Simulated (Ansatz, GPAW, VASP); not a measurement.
**One calculation of CoO, 4 ways**

```
CELL_PARAMETERS angstrom
1.50547 0.86918 2.43993
-1.50547 0.86918 2.43993
0.00000 -1.73837 2.43993
ATOMIC_POSITIONS crystal
Co 0.00000 0.00000 0.00000
O 0.50000 0.50000 0.50000
```

The cell is a database's computed one, not the measured one.

Alike in all runs: task single point; functional PBE; k mesh 11 × 11 × 11; occupations gaussian, width 0.1 eV; collinear spin, ferromagnetic start; no spin-orbit coupling. Pressure is positive in compression and, in plane waves, holds the error of the finite cutoff, which Ansatz's Pulay term estimates and takes out.

```json
{"program and potentials": "Ansatz, Ansatz PAW", "plane-wave cutoff (eV)": "420", "notes": "11.5 valence electrons an atom on average; Pulay term of +0.74 GPa included", "pressure (GPa)": "-0.06", "net moment per atom (μB)": "1.46"}
{"program and potentials": "VASP, PBE PAW files Co_GW, O_GW, 550 eV", "plane-wave cutoff (eV)": "550", "notes": "7.5 valence electrons an atom on average", "pressure (GPa)": "-1.15", "net moment per atom (μB)": "1.45"}
{"program and potentials": "Ansatz, all-electron LAPW, scalar-relativistic", "plane-wave cutoff (eV)": "-", "notes": "-", "pressure (GPa)": "-0.13", "net moment per atom (μB)": "1.45"}
{"program and potentials": "GPAW, GPAW PAW data sets (gpaw-data 1.2.1)", "plane-wave cutoff (eV)": "800", "notes": "7.5 valence electrons an atom on average", "pressure (GPa)": "0.51", "net moment per atom (μB)": "1.46"}
```

The pressure spans -1.15 (VASP, PBE PAW files Co_GW, O_GW, 550 eV) to 0.51 GPa (GPAW, GPAW PAW data sets (gpaw-data 1.2.1)), with all-electron results at -0.13. The net moment per atom spans 1.45 (VASP, PBE PAW files Co_GW, O_GW, 550 eV) to 1.46 μB (GPAW, GPAW PAW data sets (gpaw-data 1.2.1)), with all-electron results at 1.45. The state is the one that the start led to, which needn't be the lowest.

Differences between rows come from potentials, basis sets and numerical settings, since the functional is the same but for its coding. Runs on potential files found faulty are left out.
